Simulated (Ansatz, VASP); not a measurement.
Two plane-wave programs on SnGe7

```
Sn Ge
1.0
     5.77000    0.00000    0.00000
     0.00000    5.77000    0.00000
     0.00000    0.00000    5.77000
Sn Ge
1 7
Cartesian
  0.0000 0.0000 0.0000
  0.0000 2.8850 2.8850
  2.8850 0.0000 2.8850
  2.8850 2.8850 0.0000
  1.4425 1.4425 1.4425
  1.4425 4.3275 4.3275
  4.3275 1.4425 4.3275
  4.3275 4.3275 1.4425
```

Alike in both runs: task relaxation of cell and atoms; functional PBEsol; k mesh 6 × 6 × 6; occupations gaussian, width 0.01 eV; no spin polarisation.

|  | VASP | Ansatz |
| --- | --- | --- |
| version | VASP 6.6.1 | Ansatz 0.2.0 |
| potentials or method | VASP PAW PBE potentials, release 64 (Sn_d, Ge_d) | scalar-relativistic, plane waves, PAW |
| plane-wave cutoff (eV) | 600 | 420 |
| valence electrons in the cell | 112 | 112 |

```csv
,VASP,Ansatz,Ansatz less VASP
"gap on the k mesh at the Fermi level, each at its own relaxed structure (eV)",none,none,-
relaxed volume (Å³/atom),24.25,24.29,+0.034
relaxed cell length with the largest relative difference (Å),5.789,5.792,+0.0027
energy change over the relaxation (meV/atom),-28,-28,-0.1
```

A gap of «none» marks a metal or a gap that the smearing closes.

Caveats: the PAW data sets were made with another functional, which shifts forces and pressure a little (VASP).
